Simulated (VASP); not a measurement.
# Se (Pm-3m) in VASP: further runs, part 2 of 6

VASP 6.6.1.

## 15. Equation of state, PBE, 22.87 Å³/atom

Contents of INCAR:

```
PREC = Accurate ; ENCUT = 520
EDIFF = 1E-6 ; ISMEAR = 0
SIGMA = 0.05 ; LREAL = False
LASPH = True ; NELM = 100
ALGO = Normal ; ISIF = 2
LWAVE = False ; LCHARG = False
GGA = PE ; ADDGRID = False
```

Contents of KPOINTS:

```
regular mesh
0
Gamma
  2 2 2
```

Contents of POSCAR:

```
Se
1.0
    2.8383921865      0.0000000000      0.0000000000
    0.0000000000      2.8383921865      0.0000000000
    0.0000000000      0.0000000000      2.8383921865
Se
1
Direct
    0.0000000000      0.0000000000      0.0000000000
```

Potentials or basis: VASP PAW PBE potentials, release 64 (Se).

Launch:

```
$ cat potpaw_PBE.64/Se/POTCAR > POTCAR
$ mpirun -np 1 vasp_std > vasp.out
```

Wall time 1.5 s (1 thread of Intel Xeon 6975P-C (Granite Rapids), shared host); peak memory 0.13 GiB.

These settings aren't checked as converged: the numbers below hold their error.

What came out:

- Free energy: -2.9365 eV
- Pressure: 10.2 GPa
- Band gap on the k mesh: none (metal or under the smearing width)

Caveat: the k mesh is coarse (spacing up to 1.11 Å⁻¹), so the values aren't converged.

## 16. Equation of state, PBE, 21.54 Å³/atom

INCAR: that of step 15 with these lines changed.

```diff
@@ -1,2 +1,2 @@
-PREC = Accurate ; ENCUT = 520
+PREC = Accurate ; ENCUT = 650
 EDIFF = 1E-6 ; ISMEAR = 0
```

KPOINTS is that of step 15.

Contents of POSCAR:

```
Se
1.0
    2.7821715534      0.0000000000      0.0000000000
    0.0000000000      2.7821715534      0.0000000000
    0.0000000000      0.0000000000      2.7821715534
Se
1
Direct
    0.0000000000      0.0000000000      0.0000000000
```

Launch:

```
$ cat potpaw_PBE.64/Se/POTCAR > POTCAR
$ mpirun -np 1 vasp_std > vasp.out
```

It took 1.2 s on 1 thread of Intel Xeon 6975P-C (Granite Rapids), shared host; peak memory 0.12 GiB.

The run converged, but some of its settings lie outside the range that counts as converged, so its numbers aren't taken as properties of the crystal.

What came out:

* Free energy: -2.9070 eV
* Pressure: -2.7 GPa
* Band gap on the k mesh: none (metal or under the smearing width)

Caveat: the k mesh is coarse (spacing up to 1.13 Å⁻¹), so the values aren't converged.

## 17. Equation of state, PBE, 22.87 Å³/atom

INCAR is that of step 16.

KPOINTS is that of step 16.

Contents of POSCAR:

```
Se
1.0
    2.8383921865      0.0000000000      0.0000000000
    0.0000000000      2.8383921865      0.0000000000
    0.0000000000      0.0000000000      2.8383921865
Se
1
Direct
    0.0000000000      0.0000000000      0.0000000000
```

Launch:

```
$ cat potpaw_PBE.64/Se/POTCAR > POTCAR
$ mpirun -np 1 vasp_std > vasp.out
```

Run time: 1.4 s. Hardware: 1 thread of Intel Xeon 6975P-C (Granite Rapids), shared host; peak memory 0.13 GiB.

The run converged, but some of its settings lie outside the range that counts as converged, so its numbers aren't taken as properties of the crystal.

Results:

| Property | Result |
| --- | --- |
| Free energy | -2.9365 eV |
| Pressure | 10.2 GPa |
| Band gap on the k mesh | none (metal or under the smearing width) |

Caveat: the k mesh is coarse (spacing up to 1.11 Å⁻¹), so the values aren't converged.

## 18. Equation of state, PBE, 21.54 Å³/atom

INCAR: that of step 17 with these lines changed.

```diff
@@ -1,2 +1,2 @@
-PREC = Accurate ; ENCUT = 650
+PREC = Accurate ; ENCUT = 340
 EDIFF = 1E-6 ; ISMEAR = 0
```

Contents of KPOINTS:

```
regular mesh
0
Gamma
  3 3 3
```

Contents of POSCAR:

```
Se
1.0
    2.7821715534      0.0000000000      0.0000000000
    0.0000000000      2.7821715534      0.0000000000
    0.0000000000      0.0000000000      2.7821715534
Se
1
Direct
    0.0000000000      0.0000000000      0.0000000000
```

Potentials or basis: VASP PAW PBE potentials, release 64 (Se).

Launch:

```
$ cat potpaw_PBE.64/Se/POTCAR > POTCAR
$ mpirun -np 1 vasp_std > vasp.out
```

It took 1.1 s on 1 thread of Intel Xeon 6975P-C (Granite Rapids), shared host; peak memory 0.11 GiB.

The run converged, but some of its settings lie outside the range that counts as converged, so its numbers aren't taken as properties of the crystal.

Results:

```yaml
Free_energy: -4.6588 eV
Pressure: -6.1 GPa
Band_gap_on_the_k_mesh: none (metal or under the smearing width)
```

Caveat: the k mesh is coarse (spacing up to 0.75 Å⁻¹), so the values aren't converged.

## 19. Equation of state, PBE, 22.87 Å³/atom

INCAR is that of step 18.

KPOINTS is that of step 18.

Contents of POSCAR:

```
Se
1.0
    2.8383921865      0.0000000000      0.0000000000
    0.0000000000      2.8383921865      0.0000000000
    0.0000000000      0.0000000000      2.8383921865
Se
1
Direct
    0.0000000000      0.0000000000      0.0000000000
```

Launch:

```
$ cat potpaw_PBE.64/Se/POTCAR > POTCAR
$ mpirun -np 1 vasp_std > vasp.out
```

Wall time 1.2 s (1 thread of Intel Xeon 6975P-C (Granite Rapids), shared host); peak memory 0.11 GiB.

The run converged, but some of its settings lie outside the range that counts as converged, so its numbers aren't taken as properties of the crystal.

Results:

```yaml
Free_energy: -4.5904 eV
Pressure: -10.1 GPa
Band_gap_on_the_k_mesh: none (metal or under the smearing width)
```

Caveat: the k mesh is coarse (spacing up to 0.74 Å⁻¹), so the values aren't converged.

## 20. Equation of state, PBE, 21.54 Å³/atom

INCAR: that of step 19 with these lines changed.

```diff
@@ -1,2 +1,2 @@
-PREC = Accurate ; ENCUT = 340
+PREC = Accurate ; ENCUT = 400
 EDIFF = 1E-6 ; ISMEAR = 0
```

KPOINTS is that of step 19.

Contents of POSCAR:

```
Se
1.0
    2.7821715534      0.0000000000      0.0000000000
    0.0000000000      2.7821715534      0.0000000000
    0.0000000000      0.0000000000      2.7821715534
Se
1
Direct
    0.0000000000      0.0000000000      0.0000000000
```

Launch:

```
$ cat potpaw_PBE.64/Se/POTCAR > POTCAR
$ mpirun -np 1 vasp_std > vasp.out
```

Run time: 1.1 s. Hardware: 1 thread of Intel Xeon 6975P-C (Granite Rapids), shared host; peak memory 0.11 GiB.

The run converged, but some of its settings lie outside the range that counts as converged, so its numbers aren't taken as properties of the crystal.

What came out:

| Item | Value |
| --- | --- |
| Free energy | -4.6587 eV |
| Pressure | -6.1 GPa |
| Band gap on the k mesh | none (metal or under the smearing width) |

Caveat: the k mesh is coarse (spacing up to 0.75 Å⁻¹), so the values aren't converged.

## 21. Equation of state, PBE, 22.87 Å³/atom

INCAR is that of step 20.

KPOINTS is that of step 20.

Contents of POSCAR:

```
Se
1.0
    2.8383921865      0.0000000000      0.0000000000
    0.0000000000      2.8383921865      0.0000000000
    0.0000000000      0.0000000000      2.8383921865
Se
1
Direct
    0.0000000000      0.0000000000      0.0000000000
```

Potentials or basis: VASP PAW PBE potentials, release 64 (Se).

Launch:

```
$ cat potpaw_PBE.64/Se/POTCAR > POTCAR
$ mpirun -np 1 vasp_std > vasp.out
```

Run time: 1.3 s. Hardware: 1 thread of Intel Xeon 6975P-C (Granite Rapids), shared host; peak memory 0.11 GiB.

These settings aren't checked as converged: the numbers below hold their error.

What came out:

```
Free energy            : -4.5902 eV
Pressure               : -10.1 GPa
Band gap on the k mesh : none (metal or under the smearing width)
```

Caveat: the k mesh is coarse (spacing up to 0.74 Å⁻¹), so the values aren't converged.

## 22. Equation of state, PBE, 21.54 Å³/atom

INCAR: that of step 21 with these lines changed.

```diff
@@ -1,2 +1,2 @@
-PREC = Accurate ; ENCUT = 400
+PREC = Accurate ; ENCUT = 460
 EDIFF = 1E-6 ; ISMEAR = 0
```

KPOINTS is that of step 21.

Contents of POSCAR:

```
Se
1.0
    2.7821715534      0.0000000000      0.0000000000
    0.0000000000      2.7821715534      0.0000000000
    0.0000000000      0.0000000000      2.7821715534
Se
1
Direct
    0.0000000000      0.0000000000      0.0000000000
```

Launch:

```
$ cat potpaw_PBE.64/Se/POTCAR > POTCAR
$ mpirun -np 1 vasp_std > vasp.out
```

Wall time 1.2 s (1 thread of Intel Xeon 6975P-C (Granite Rapids), shared host); peak memory 0.11 GiB.

These settings aren't checked as converged: the numbers below hold their error.

Results:

| Quantity | Value |
| --- | --- |
| Free energy | -4.6587 eV |
| Pressure | -6.1 GPa |
| Band gap on the k mesh | none (metal or under the smearing width) |

Caveat: the k mesh is coarse (spacing up to 0.75 Å⁻¹), so the values aren't converged.

## 23. Equation of state, PBE, 22.87 Å³/atom

INCAR is that of step 22.

KPOINTS is that of step 22.

Contents of POSCAR:

```
Se
1.0
    2.8383921865      0.0000000000      0.0000000000
    0.0000000000      2.8383921865      0.0000000000
    0.0000000000      0.0000000000      2.8383921865
Se
1
Direct
    0.0000000000      0.0000000000      0.0000000000
```

Launch:

```
$ cat potpaw_PBE.64/Se/POTCAR > POTCAR
$ mpirun -np 1 vasp_std > vasp.out
```

Wall time 1.4 s (1 thread of Intel Xeon 6975P-C (Granite Rapids), shared host); peak memory 0.11 GiB.

These settings aren't checked as converged: the numbers below hold their error.

What came out:

```yaml
Free_energy: -4.5904 eV
Pressure: -10.1 GPa
Band_gap_on_the_k_mesh: none (metal or under the smearing width)
```

Caveat: the k mesh is coarse (spacing up to 0.74 Å⁻¹), so the values aren't converged.

## 24. Equation of state, PBE, 21.54 Å³/atom

INCAR: that of step 23 with these lines changed.

```diff
@@ -1,2 +1,2 @@
-PREC = Accurate ; ENCUT = 460
+PREC = Accurate ; ENCUT = 520
 EDIFF = 1E-6 ; ISMEAR = 0
```

KPOINTS is that of step 23.

Contents of POSCAR:

```
Se
1.0
    2.7821715534      0.0000000000      0.0000000000
    0.0000000000      2.7821715534      0.0000000000
    0.0000000000      0.0000000000      2.7821715534
Se
1
Direct
    0.0000000000      0.0000000000      0.0000000000
```

Potentials or basis: VASP PAW PBE potentials, release 64 (Se).

Launch:

```
$ cat potpaw_PBE.64/Se/POTCAR > POTCAR
$ mpirun -np 1 vasp_std > vasp.out
```

Wall time 1.4 s (1 thread of Intel Xeon 6975P-C (Granite Rapids), shared host); peak memory 0.13 GiB.

These settings aren't checked as converged: the numbers below hold their error.

What came out:

```yaml
Free_energy: -4.6587 eV
Pressure: -6.1 GPa
Band_gap_on_the_k_mesh: none (metal or under the smearing width)
```

Caveat: the k mesh is coarse (spacing up to 0.75 Å⁻¹), so the values aren't converged.

## 25. Equation of state, PBE, 22.87 Å³/atom

INCAR is that of step 24.

KPOINTS is that of step 24.

Contents of POSCAR:

```
Se
1.0
    2.8383921865      0.0000000000      0.0000000000
    0.0000000000      2.8383921865      0.0000000000
    0.0000000000      0.0000000000      2.8383921865
Se
1
Direct
    0.0000000000      0.0000000000      0.0000000000
```

Launch:

```
$ cat potpaw_PBE.64/Se/POTCAR > POTCAR
$ mpirun -np 1 vasp_std > vasp.out
```

Wall time 1.4 s (1 thread of Intel Xeon 6975P-C (Granite Rapids), shared host); peak memory 0.12 GiB.

These settings aren't checked as converged: the numbers below hold their error.

What came out:

```yaml
Free_energy: -4.5904 eV
Pressure: -10.1 GPa
Band_gap_on_the_k_mesh: none (metal or under the smearing width)
```

Caveat: the k mesh is coarse (spacing up to 0.74 Å⁻¹), so the values aren't converged.

## 26. Equation of state, PBE, 21.54 Å³/atom

INCAR: that of step 25 with these lines changed.

```diff
@@ -1,2 +1,2 @@
-PREC = Accurate ; ENCUT = 520
+PREC = Accurate ; ENCUT = 220
 EDIFF = 1E-6 ; ISMEAR = 0
```

Contents of KPOINTS:

```
regular mesh
0
Gamma
  5 5 5
```

Contents of POSCAR:

```
Se
1.0
    2.7821715534      0.0000000000      0.0000000000
    0.0000000000      2.7821715534      0.0000000000
    0.0000000000      0.0000000000      2.7821715534
Se
1
Direct
    0.0000000000      0.0000000000      0.0000000000
```

Launch:

```
$ cat potpaw_PBE.64/Se/POTCAR > POTCAR
$ mpirun -np 1 vasp_std > vasp.out
```

Wall time 1 s (1 thread of Intel Xeon 6975P-C (Granite Rapids), shared host); peak memory 0.1 GiB.

These settings aren't checked as converged: the numbers below hold their error.

What came out:

| Item | Value |
| --- | --- |
| Free energy | -3.1093 eV |
| Band gap on the k mesh | none (metal or under the smearing width) |

Caveat: the k mesh is coarse (spacing up to 0.45 Å⁻¹), so the values aren't converged; the cutoff is under 1.25 times the usual one of these potentials, so pressure, stress and relaxed cells hold a basis-set (Pulay) error.

## 27. Equation of state, PBE, 22.87 Å³/atom

INCAR is that of step 26.

KPOINTS is that of step 26.

Contents of POSCAR:

```
Se
1.0
    2.8383921865      0.0000000000      0.0000000000
    0.0000000000      2.8383921865      0.0000000000
    0.0000000000      0.0000000000      2.8383921865
Se
1
Direct
    0.0000000000      0.0000000000      0.0000000000
```

Potentials or basis: VASP PAW PBE potentials, release 64 (Se).

Launch:

```
$ cat potpaw_PBE.64/Se/POTCAR > POTCAR
$ mpirun -np 1 vasp_std > vasp.out
```

Wall time 1.1 s (1 thread of Intel Xeon 6975P-C (Granite Rapids), shared host); peak memory 0.1 GiB.

These settings aren't checked as converged: the numbers below hold their error.

What came out:

* Free energy: -3.1107 eV
* Band gap on the k mesh: none (metal or under the smearing width)

Caveat: the k mesh is coarse (spacing up to 0.44 Å⁻¹), so the values aren't converged; the cutoff is under 1.25 times the usual one of these potentials, so pressure, stress and relaxed cells hold a basis-set (Pulay) error.

## 28. Equation of state, PBE, 21.54 Å³/atom

INCAR: that of step 27 with these lines changed.

```diff
@@ -1,2 +1,2 @@
-PREC = Accurate ; ENCUT = 220
+PREC = Accurate ; ENCUT = 650
 EDIFF = 1E-6 ; ISMEAR = 0
```

Contents of KPOINTS:

```
regular mesh
0
Gamma
  3 3 3
```

Contents of POSCAR:

```
Se
1.0
    2.7821715534      0.0000000000      0.0000000000
    0.0000000000      2.7821715534      0.0000000000
    0.0000000000      0.0000000000      2.7821715534
Se
1
Direct
    0.0000000000      0.0000000000      0.0000000000
```

Launch:

```
$ cat potpaw_PBE.64/Se/POTCAR > POTCAR
$ mpirun -np 1 vasp_std > vasp.out
```

Run time: 1.4 s. Hardware: 1 thread of Intel Xeon 6975P-C (Granite Rapids), shared host; peak memory 0.12 GiB.

The run converged, but some of its settings lie outside the range that counts as converged, so its numbers aren't taken as properties of the crystal.

Results:

```yaml
Free_energy: -4.6588 eV
Pressure: -6.1 GPa
Band_gap_on_the_k_mesh: none (metal or under the smearing width)
```

Caveat: the k mesh is coarse (spacing up to 0.75 Å⁻¹), so the values aren't converged.

## 29. Equation of state, PBE, 22.87 Å³/atom

INCAR is that of step 28.

KPOINTS is that of step 28.

Contents of POSCAR:

```
Se
1.0
    2.8383921865      0.0000000000      0.0000000000
    0.0000000000      2.8383921865      0.0000000000
    0.0000000000      0.0000000000      2.8383921865
Se
1
Direct
    0.0000000000      0.0000000000      0.0000000000
```

Launch:

```
$ cat potpaw_PBE.64/Se/POTCAR > POTCAR
$ mpirun -np 1 vasp_std > vasp.out
```

Wall time 1.4 s (1 thread of Intel Xeon 6975P-C (Granite Rapids), shared host); peak memory 0.12 GiB.

These settings aren't checked as converged: the numbers below hold their error.

Results:

```yaml
Free_energy: -4.5904 eV
Pressure: -10.1 GPa
Band_gap_on_the_k_mesh: none (metal or under the smearing width)
```

Caveat: the k mesh is coarse (spacing up to 0.74 Å⁻¹), so the values aren't converged.

## 30. Equation of state, PBE, 21.54 Å³/atom

INCAR: that of step 29 with these lines changed.

```diff
@@ -1,2 +1,2 @@
-PREC = Accurate ; ENCUT = 650
+PREC = Accurate ; ENCUT = 220
 EDIFF = 1E-6 ; ISMEAR = 0
```

Contents of KPOINTS:

```
regular mesh
0
Gamma
  6 6 6
```

Contents of POSCAR:

```
Se
1.0
    2.7821715534      0.0000000000      0.0000000000
    0.0000000000      2.7821715534      0.0000000000
    0.0000000000      0.0000000000      2.7821715534
Se
1
Direct
    0.0000000000      0.0000000000      0.0000000000
```

Potentials or basis: VASP PAW PBE potentials, release 64 (Se).

Launch:

```
$ cat potpaw_PBE.64/Se/POTCAR > POTCAR
$ mpirun -np 1 vasp_std > vasp.out
```

It took 1 s on 1 thread of Intel Xeon 6975P-C (Granite Rapids), shared host; peak memory 0.1 GiB.

The run converged, but some of its settings lie outside the range that counts as converged, so its numbers aren't taken as properties of the crystal.

Results:

- Free energy: -3.1574 eV
- Band gap on the k mesh: none (metal or under the smearing width)

Caveat: the k mesh is coarse (spacing up to 0.38 Å⁻¹), so the values aren't converged; the cutoff is under 1.25 times the usual one of these potentials, so pressure, stress and relaxed cells hold a basis-set (Pulay) error.

## 31. Equation of state, PBE, 22.87 Å³/atom

INCAR is that of step 30.

KPOINTS is that of step 30.

Contents of POSCAR:

```
Se
1.0
    2.8383921865      0.0000000000      0.0000000000
    0.0000000000      2.8383921865      0.0000000000
    0.0000000000      0.0000000000      2.8383921865
Se
1
Direct
    0.0000000000      0.0000000000      0.0000000000
```

Launch:

```
$ cat potpaw_PBE.64/Se/POTCAR > POTCAR
$ mpirun -np 1 vasp_std > vasp.out
```

Wall time 1.1 s (1 thread of Intel Xeon 6975P-C (Granite Rapids), shared host); peak memory 0.1 GiB.

The run converged, but some of its settings lie outside the range that counts as converged, so its numbers aren't taken as properties of the crystal.

What came out:

```
Free energy            : -3.1657 eV
Band gap on the k mesh : none (metal or under the smearing width)
```

Caveat: the k mesh is coarse (spacing up to 0.37 Å⁻¹), so the values aren't converged; the cutoff is under 1.25 times the usual one of these potentials, so pressure, stress and relaxed cells hold a basis-set (Pulay) error.

## 32. Equation of state, PBE, 21.54 Å³/atom

INCAR: that of step 31 with these lines changed.

```diff
@@ -1,2 +1,2 @@
-PREC = Accurate ; ENCUT = 220
+PREC = Accurate ; ENCUT = 340
 EDIFF = 1E-6 ; ISMEAR = 0
```

Contents of KPOINTS:

```
regular mesh
0
Gamma
  5 5 5
```

Contents of POSCAR:

```
Se
1.0
    2.7821715534      0.0000000000      0.0000000000
    0.0000000000      2.7821715534      0.0000000000
    0.0000000000      0.0000000000      2.7821715534
Se
1
Direct
    0.0000000000      0.0000000000      0.0000000000
```

Launch:

```
$ cat potpaw_PBE.64/Se/POTCAR > POTCAR
$ mpirun -np 1 vasp_std > vasp.out
```

Run time: 1.6 s. Hardware: 1 thread of Intel Xeon 6975P-C (Granite Rapids), shared host; peak memory 0.11 GiB.

The run converged, but some of its settings lie outside the range that counts as converged, so its numbers aren't taken as properties of the crystal.

What came out:

* Free energy: -3.1096 eV
* Pressure: 2.3 GPa
* Band gap on the k mesh: none (metal or under the smearing width)

Caveat: the k mesh is coarse (spacing up to 0.45 Å⁻¹), so the values aren't converged.

## 33. Equation of state, PBE, 22.87 Å³/atom

INCAR is that of step 32.

KPOINTS is that of step 32.

Contents of POSCAR:

```
Se
1.0
    2.8383921865      0.0000000000      0.0000000000
    0.0000000000      2.8383921865      0.0000000000
    0.0000000000      0.0000000000      2.8383921865
Se
1
Direct
    0.0000000000      0.0000000000      0.0000000000
```

Potentials or basis: VASP PAW PBE potentials, release 64 (Se).

Launch:

```
$ cat potpaw_PBE.64/Se/POTCAR > POTCAR
$ mpirun -np 1 vasp_std > vasp.out
```

It took 1.6 s on 1 thread of Intel Xeon 6975P-C (Granite Rapids), shared host; peak memory 0.1 GiB.

These settings aren't checked as converged: the numbers below hold their error.

What came out:

- Free energy: -3.1113 eV
- Pressure: -1.8 GPa
- Band gap on the k mesh: none (metal or under the smearing width)

Caveat: the k mesh is coarse (spacing up to 0.44 Å⁻¹), so the values aren't converged.

## 34. Equation of state, PBE, 21.54 Å³/atom

INCAR: that of step 33 with these lines changed.

```diff
@@ -1,2 +1,2 @@
-PREC = Accurate ; ENCUT = 340
+PREC = Accurate ; ENCUT = 400
 EDIFF = 1E-6 ; ISMEAR = 0
```

KPOINTS is that of step 33.

Contents of POSCAR:

```
Se
1.0
    2.7821715534      0.0000000000      0.0000000000
    0.0000000000      2.7821715534      0.0000000000
    0.0000000000      0.0000000000      2.7821715534
Se
1
Direct
    0.0000000000      0.0000000000      0.0000000000
```

Launch:

```
$ cat potpaw_PBE.64/Se/POTCAR > POTCAR
$ mpirun -np 1 vasp_std > vasp.out
```

Wall time 1.3 s (1 thread of Intel Xeon 6975P-C (Granite Rapids), shared host); peak memory 0.11 GiB.

The run converged, but some of its settings lie outside the range that counts as converged, so its numbers aren't taken as properties of the crystal.

What came out:

- Free energy: -3.1095 eV
- Pressure: 2.3 GPa
- Band gap on the k mesh: none (metal or under the smearing width)

Caveat: the k mesh is coarse (spacing up to 0.45 Å⁻¹), so the values aren't converged.

## 35. Equation of state, PBE, 22.87 Å³/atom

INCAR is that of step 34.

KPOINTS is that of step 34.

Contents of POSCAR:

```
Se
1.0
    2.8383921865      0.0000000000      0.0000000000
    0.0000000000      2.8383921865      0.0000000000
    0.0000000000      0.0000000000      2.8383921865
Se
1
Direct
    0.0000000000      0.0000000000      0.0000000000
```

Launch:

```
$ cat potpaw_PBE.64/Se/POTCAR > POTCAR
$ mpirun -np 1 vasp_std > vasp.out
```

It took 1.4 s on 1 thread of Intel Xeon 6975P-C (Granite Rapids), shared host; peak memory 0.12 GiB.

The run converged, but some of its settings lie outside the range that counts as converged, so its numbers aren't taken as properties of the crystal.

Results:

```
Free energy            : -3.1111 eV
Pressure               : -1.8 GPa
Band gap on the k mesh : none (metal or under the smearing width)
```

Caveat: the k mesh is coarse (spacing up to 0.44 Å⁻¹), so the values aren't converged.

(Continued in part 3 of 6.)
